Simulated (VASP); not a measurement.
A run of VASP 6.6.1 is set up as follows.

INCAR

```
PREC = Accurate
ENCUT = 520
EDIFF = 1E-6
ISMEAR = -1
SIGMA = 0.05
LREAL = Auto
LASPH = True
NELM = 100
ALGO = Fast
ISIF = 2
LWAVE = False
LCHARG = True
GGA = PE
LELF = True
LVHAR = True
NBANDS = 44
```

File KPOINTS:

```
regular mesh
0
Gamma
  2 2 2
```

The input POSCAR:

```
Mg7Se8
1.0
    0.0000000000      5.4566280000      5.4566280000
    5.4566280000      0.0000000000      5.4566280000
    5.4566280000      5.4566280000      0.0000000000
Mg Se
7 8
Direct
    0.0013511091      0.0245729597     -0.0265520208
   -0.0149395378      0.0002542779      0.5107219147
    0.0211950494      0.4919984467     -0.0017537388
   -0.0043889743      0.4856856652      0.5238130582
    0.5046772476      0.0002547361      0.5107236557
    0.4892753363      0.4919977136     -0.0017553881
    0.5146789372      0.6067966334      0.3645664502
    0.2505927653      0.2390356279      0.2604906363
    0.2571203315      0.2494872291      0.7500652418
    0.2070591948      0.7656237515      0.2467133548
    0.2643655569      0.7421080382      0.7298625635
    0.7385908477      0.2692891104      0.2542439213
    0.7440496219      0.2494822810      0.7500635924
    0.7813243820      0.7656245762      0.2467099645
    0.7406482538      0.7436543228      0.7757723268
```

Potentials or basis: VASP PAW PBE potentials, release 64 (Mg, Se).

The run is started by

```bash
$ cat potpaw_PBE.64/Mg/POTCAR potpaw_PBE.64/Se/POTCAR > POTCAR
$ mpirun -np 1 vasp_std > vasp.out
```

(1) What does it give for the band gap on the k mesh?

(2) Estimate the largest force.

(3) Estimate the pressure.

Results:

(1) none (metal or under the smearing width).

(2) 0.798 eV/Å.

(3) 1.9 GPa.

Caveat: the k mesh is coarse (spacing up to 0.50 Å⁻¹), so the values aren't converged.
